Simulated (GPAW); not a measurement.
## Ta in GPAW: convergence with convergence criteria

The system is Ta.

```
CELL_PARAMETERS angstrom
2.90037 0.00000 0.00000
-1.45019 2.51180 0.00000
0.00000 0.00000 5.16627
ATOMIC_POSITIONS crystal
Ta 0.33333 0.66667 0.25000
Ta 0.66667 0.33333 0.75000
```

This isn't the form of Ta at room conditions, which is bcc.

- Program: GPAW 26.7.0
- Task: convergence study
- Functional: PBE
- Potentials or basis: GPAW PAW data sets (gpaw-data 1.2.1)
- Cutoff: 600 eV
- Basis: pw
- k mesh: 8 × 8 × 4
- Occupations: fermi-dirac, width 0.05 eV
- Spin: no spin polarisation

These are the settings of the first run; the series varies convergence criteria, with any setting tied to it.

Hardware: 1 thread of Arm Neoverse V1, on a shared host.

```csv
convergence criteria,"energy less the tightest run, at zero smearing (meV/atom)",pressure (GPa),SCF cycles,CPU time (s),peak memory (GiB)
density=0.001 energy=0.01 eigenstates=0.0001,0.00,-0.67,6,16,0.16
default,0.00,-0.63,7,20,0.16
density=1e-05 energy=1e-05,0.00,-0.62,9,22,0.16
density=1e-05 forces=0.0001,0.00,-0.62,10,24,0.16
density=1e-06 energy=1e-06 eigenstates=1e-10,0.00,-0.62,10,26,0.16
```

Against the tightest run, the energy stays within 1 meV/atom from density=0.001 energy=0.01 eigenstates=0.0001 on; the pressure stays within 0.1 GPa from density=0.001 energy=0.01 eigenstates=0.0001 on. The tightest run that finished is the yardstick and may itself not be fully converged.

Spin-orbit coupling is left out, which matters for the levels of Ta.
